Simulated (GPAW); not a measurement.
Input of a GPAW 26.7.0 run:

Contents of run.py:

```python
from ase import Atoms
from ase.dft.bandgap import bandgap
from ase.io import write
from ase.units import GPa
from gpaw import GPAW, PW

atoms = Atoms(['N', 'B'],
              cell=[[0.0, 3.49531583, 2.16609124],
                    [1.2516321, 0.0, 2.16609124],
                    [1.2516321, 3.49531583, 0.0]],
              scaled_positions=[[0.66665134, 0.66665134, 0.33334866],
                                [0.00004865, 0.00004865, 0.99995135]],
              pbc=True)

calc = GPAW(mode=PW(600),
            xc='PBE',
            kpts={'size': (10, 10, 10), 'gamma': True},
            occupations={'name': 'fermi-dirac', 'width': 0.05},
            nbands=11,
            maxiter=120,
            txt='gpaw.txt')
atoms.calc = calc
energy = atoms.get_potential_energy()
forces = atoms.get_forces()
stress = atoms.get_stress()
calc.write('gs.gpw')
write('result.traj', atoms)
print(f'Energy: {energy:.6f} eV')
print('Forces (eV/A):')
print(forces.round(4))
print('Stress (GPa):', (stress / GPa).round(3))
print('Fermi level:', round(calc.get_fermi_level(), 4), 'eV')
print(f'Gap: {bandgap(calc)[0]:.4f} eV, direct: {bandgap(calc, direct=True)[0]:.4f} eV')
```

Potentials or basis: GPAW PAW data sets (gpaw-data 1.2.1), pw.

The run is started by

```bash
$ OMP_NUM_THREADS=1 python run.py
```

Q: Predict the band gap on the k mesh.

A: 3.90 eV, indirect (least direct gap 4.74 eV).

Q: Predict the largest force.

A: 0.010 eV/Å.

Stress tensor (GPa, compression positive):
```
-3.60  0.00  0.00
 0.00 -6.43  0.00
 0.00  0.00 -3.56
```

Caveat: the cutoff is short for stress and forces, so pressures can be off by a GPa or more; the program warned that so skewed a cell can give wrong results. A k mesh can miss the band edges.
